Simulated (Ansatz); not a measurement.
MgS (Niningerite) in Ansatz: the effect of functional

The system is MgS (Niningerite).

```xyz
2
Lattice="0.0000 2.5665 2.5665 2.5665 0.0000 2.5665 2.5665 2.5665 0.0000" Properties=species:S:1:pos:R:3 pbc="T T T"
S     2.5665    2.5665    2.5665
Mg    0.0000    0.0000    0.0000
```

The cell isn't the ideal one: volume scaled by 0.96.

Alike in all runs:

```yaml
Program: Ansatz 0.2.0
Task: single point
Potentials_or_basis: Ansatz PAW
k_mesh: 9 × 9 × 9
Occupations: fermi-dirac, width 0.05 eV
Spin: no spin polarisation
```

| functional | cutoff | gap on the mesh (eV) | pressure (GPa) |
| --- | --- | --- | --- |
| LDA | 420 eV (not typed: the program's choice for these potentials) | 2.78 | -0.2 |
| r2SCAN | 500 eV (not typed: the program's choice for these potentials) | 3.68 | 3.5 |
| PBE | 420 eV (not typed: the program's choice for these potentials) | ? | ? |

What does the run with functional PBE give?

gap on the mesh 3.01 eV; pressure 4.6 GPa.

Caveats: odd divisions of the mesh miss points on the zone boundary, where band edges often lie, so the gap on the mesh can be too wide; the PAW data sets come from PBE, with cores solved anew for the run's functional, which leaves a small shift of forces and pressure (some runs).

A k mesh can miss the band edges.
